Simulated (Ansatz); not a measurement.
SnTe: from a trial structure to a relaxed crystal

Computed with Ansatz, DFT PBE, scalar-relativistic, plane waves, PAW. Cutoff 420 eV, Γ-centred k mesh, Gaussian smearing, no spin polarisation in the final step.

The start is a random cell of SnTe with space group Ccc2 (No. 37), drawn with lower limits on the distances.

```xyz
4
Lattice="3.8631 -3.8836 0.0000 3.8631 3.8836 0.0000 0.0000 0.0000 4.5751" Properties=species:S:1:pos:R:3 pbc="T T T"
Sn    3.8631    0.0000    0.9818
Sn    3.8631    0.0000    3.2694
Te    1.9315    1.9418    1.1438
Te    1.9315   -1.9418    3.4313
```

Cell and atoms relax at zero pressure; the relaxation can't lower the symmetry of the start. After a coarse first stage the cell is made exact in the group found at 0.06 Å.

The zero of energy is the elements' standard structures at the same level; no fitted shifts are applied.

What does it relax into?

It ends in P4_2/mmc (No. 131). The result has the cooperite (Te on Pt sites) structure. Conventional cell: a = 4.742 Å, c = 7.720 Å. Sn has 4 Te at 3.06 Å; Te has 4 Sn at 3.06 Å.

```
Sn Te
1.0
     4.74230    0.00000    0.00000
     0.00000    4.74230    0.00000
     0.00000    0.00000    7.72031
Sn Te
2 2
Direct
  0.50000 0.50000 0.75000
  0.50000 0.50000 0.25000
  0.00000 0.50000 0.00000
  0.50000 0.00000 0.50000
```

What are its volume, energy, density and gap?

The volume per atom is 43.41 Å³. The density is 4.71 g/cm³. The energy over the elements is -0.03 eV/atom and the gap on the 10×10×6 mesh is 0 eV (a metal).

The final run used a 10×10×6 mesh on its 4-atom cell and 0.10 eV smearing. For metals, differences of a few meV/atom aren't resolved. Spin–orbit coupling is left out. Symmetry constrained the relaxation, so the result can be a saddle point.

Closed-shell ions balance this formula, so the missing gap can be the error of a semilocal functional.

Cost: 2 runs of about 6.5 core-minutes in all, on Arm Neoverse V1 (shared hosts).